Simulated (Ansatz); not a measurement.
Ge:

```
CELL_PARAMETERS angstrom
2.71047 0.00000 0.00000
0.00000 2.71047 0.00000
0.00000 0.00000 2.71047
ATOMIC_POSITIONS crystal
Ge 0.00000 0.00000 0.00000
```

The cell was built by a generator and needn't be a form met in nature.

A run of Ansatz 0.2.0 on this cell left the log below. Logs are shortened: lines on timing, memory, paths and dates and some standing lists are left out, and cuts for length are marked.

```text
GPUs: using 1 of 1 available (devices: 1).
Engine: ansatz 0.2.0, x86_64-unknown-linux-gnu
Pseudopotentials: kind: paw
Pseudopotential: Ge, paw, valence charge 14, recommended cutoff 420 eV (normal), Ge.paw.azcp
Functional definition: PBE0
  parameter a = 0.25
  parameter kappa = 0.804
  parameter beta = 0.06672455060314922
  exchange = (1 - a)*pbe_x(kappa = kappa, mu = beta*pi^2/3) + a*exact_x
  correlation = pbe_c(beta = beta)
device memory: the entry about to start is reckoned to put 0.5 GiB on a device that reports 48.2 GiB free (of which the cap on the GPU budget leaves the run 18.0 GiB)
GPU FFT provider: cuFFT
GPU libraries: cuBLAS 13.8.2, cuFFT 12.4.0, cuSOLVER 12.3.4
Crystal: 1 atoms, lattice volume = 19.913 Å³
Basis set: ecut = 420 eV, 389 PW (Γ), exchange–correlation on 40×40×40 points (8 copies of the dense FFT grid, shifted against one another)
Bands: 11, of which v1, the nominal top of the filled ones, is band 7 counted from 1 (6 counted from 0)
Symmetry: 48 space group operations
Space group: Pm-3m (ITA 221), of the structure as read, at distance tolerance 2.7e-5 Å
k-points: 10 of 125
Non-local potential: Ge, projectors of the file, l = 0: 2, l = 1: 2, l = 2: 3, l = 3: 1
PAW form: soft (Blöchl's): semilocal exchange-correlation on the pseudo side does not see the compensation charge
PAW frozen core: Ge, regenerated for the run's functional, and the local potential with it (the file was generated under x = pbe(κ = 0.804, μ = 0.2195149727645171), c = pbe(β = 0.06672455060314922))
PAW one-centre angular grid: Ge, 590 points (default); XC on 64 Gauss nodes
Initial density: superposition of atomic densities (neutral atoms: chi_scale 0, normalization atom), corrected by the library's trained network
Initial wavefunctions: pseudopotential atomic-orbital guess
GPU buffer pool allocated for 8000 grid points (all kernels)
GPU transforms: local potential and band sums: pruned to the plane-wave sphere, on 18×18×18
Functional: x = pbe(κ = 0.804, μ = 0.2195149727645171), c = pbe(β = 0.06672455060314922), warm-up for x = 0.75 pbe(κ = 0.804, μ = 0.2195149727645171) + 0.25 exact, c = pbe(β = 0.06672455060314922)
SCF iter   1: F=—  HF=-4294.875457 eV  |F-HF|=—  |Δ(HF+E_count)|=         —  Δρ=2.89e-3  dr2=6.05e-4  ethr=1.77e-3  ⟨swp⟩=7.5  Hψ=462  notcnv=0
preconditioner: auto → none  [insulator: Δε(μ)=1.016 eV  Ē_g=27.142 eV  σ=0.050 eV  W_gap=0.96  n_scr=6 (ndim 8)  ℏωp=31.1 eV  f_vac=0.000  D(μ)=0.31/eV (n_scr^D=0)]
SCF iter   2: F=—  HF=-4294.875798 eV  |F-HF|=—  |Δ(HF+E_count)|=   3.42e-4  Δρ=1.53e-3  dr2=1.72e-4  ethr=4.32e-6  ⟨swp⟩=3.4  Hψ=226  notcnv=0  defer=1
iter 3 solved again at ethr=1.21e-8 eV; its pass at ethr=1.23e-6 eV (dr2=1.70e-6 eV) is discarded
[... 188 lines left out ...]
hybrid SCF converged: 2 outer / 7 inner (+0 warm-up), last move |dexx| = 4.73e-12 eV, tail = 3.55e-12 eV
Stability not checked: this state was not tested for a lower state beside it, because the functional holds exact exchange (a hybrid, or Hartree-Fock), whose exchange loop this test does not read (fock_operator; see scf.lower_state_search)
Free energy (F): -4295.622172 eV
Frozen-core exchange: fock
Harris-Foulkes:  -4295.622172 eV  (|F-HF|=9.09e-13)
Internal energy: -4295.618846 eV  (E = F + TS)
E sigma→0 (E₀):  -4295.620509 eV
Entropy (-TS):   -0.003326 eV (-3.326 meV/atom)
Fermi energy:    9.326429 eV
--- Per-component energies (eV) ---
  E_band       = -165.694451
  E_kinetic    = 109.553776
  E_local      = -2210.681488  (includes V_loc(G=0)·N_el)
  E_nonlocal   = 417.050096
  E_hartree    = 968.589750
  E_xc         = -58.203680
  E_vxc        = -49.877771  (∫ρ·V_xc dr)
  E_exx        = -60.012797  (= α·E_x^exact, valence–valence)
  E_paw        = -1975.483215  (= ΣΔE_a)
  E_vpaw       = -248.893229  (= ΣTr[D̂ρ^β])
  E_aug_tail   = 0.000278  (compensation charges beyond the density's cutoff)
  E_ewald      = -1486.028331
  E_core_change = -0.403234  (= ΣΔE_core)
  E_smearing   = -0.003326  (= −TS)
  E_closure    = -0.000000  (closes the sum)
  Σ components = -4295.622172   (vs F -4295.622172, Δ=0.00e0)
--- Forces (eV/Å), atoms counted from 1 ---
  atom   1  Ge     0.00000000    -0.00000000     0.00000000
  max |Σ_I F_I| component: 8.55e-31 eV/Å
--- Stress (GPa, compression-positive) ---
       -0.011467      -0.000000      -0.000000
       -0.000000      -0.011467      -0.000000
       -0.000000      -0.000000      -0.011467
  P = ⅓ Tr σ = -0.0115 GPa (-0.115 kbar)
--- Band table (eV; the first three rows and the last of 10) ---
  k-point 0: bands = ["-18.2879", "-18.2879", "-18.0294", "-18.0294", "-18.0294", "-4.7271", "18.1345", "18.1345", "18.1345", "21.3607", "21.3607"]
  k-point 1: bands = ["-18.2830", "-18.2192", "-18.0527", "-18.0527", "-18.0275", "-3.8407", "11.7717", "18.9206", "18.9206", "22.0886", "23.8066"]
  k-point 2: bands = ["-18.2751", "-18.1083", "-18.0905", "-18.0905", "-18.0243", "-1.3761", "4.7893", "20.7821", "20.7821", "24.0613", "25.9087"]
  k-point 9: bands = ["-18.1644", "-18.1625", "-18.1625", "-17.9843", "-17.9843", "5.5656", "10.8593", "10.8593", "13.0605", "18.5233", "19.2595"]
--- Relaxed structure (3 steps of the walk, 3 accepted, 1 SCFs on fresh bases) ---
  F+E_penalty+E_count = -4295.62217188 eV   max|allowed force component| = 0.000e0 eV/Å   (the final SCF, on the basis selected at the relaxed cell)
  cell:  # Å, volume = 19.5599 Å³
    - [2.694360224029553, -1.6049416203226963e-33, 1.925929944387236e-34]
    - [-1.6049416203226963e-33, 2.694360224029553, 0.0]
    - [1.925929944387236e-34, 0.0, 2.694360224029553]
  atoms:
    - { symbol: Ge, position: [0.0, 0.0, 0.0] }
```

What input gives this log?

Relaxation of cell and atoms with PBE0, no spin polarisation. The files as run (others can give the same):

input
```
crystal:
  lattice:
    - [2.71047, 0.0, 0.0]
    - [0.0, 2.71047, 0.0]
    - [0.0, 0.0, 2.71047]
  atoms:
    - { symbol: Ge, position: [0.0, 0.0, 0.0] }
hamiltonian:
  xc: pbe0
  pseudopotentials: { kind: paw }
kpoints:
  mp_grid: { grid: [5, 5, 5] }
scf:
  occupations: { method: fermi_dirac, width: 0.05 }
output:
  forces: true
  stress: true
  eigenvalues: true
relax:
  f_tol: 0.01
  max_steps: 40
  cell: { stress_tol: 0.05 }
```

Caveat: the k mesh is coarse (spacing up to 0.46 Å⁻¹), so the values aren't converged, least of all with exact exchange; the plane-wave basis is chosen anew once the cell has moved, so the energies of steps on either side of that aren't comparable; the PAW data sets come from PBE, with cores solved anew for the run's functional, which leaves a small shift of forces and pressure.
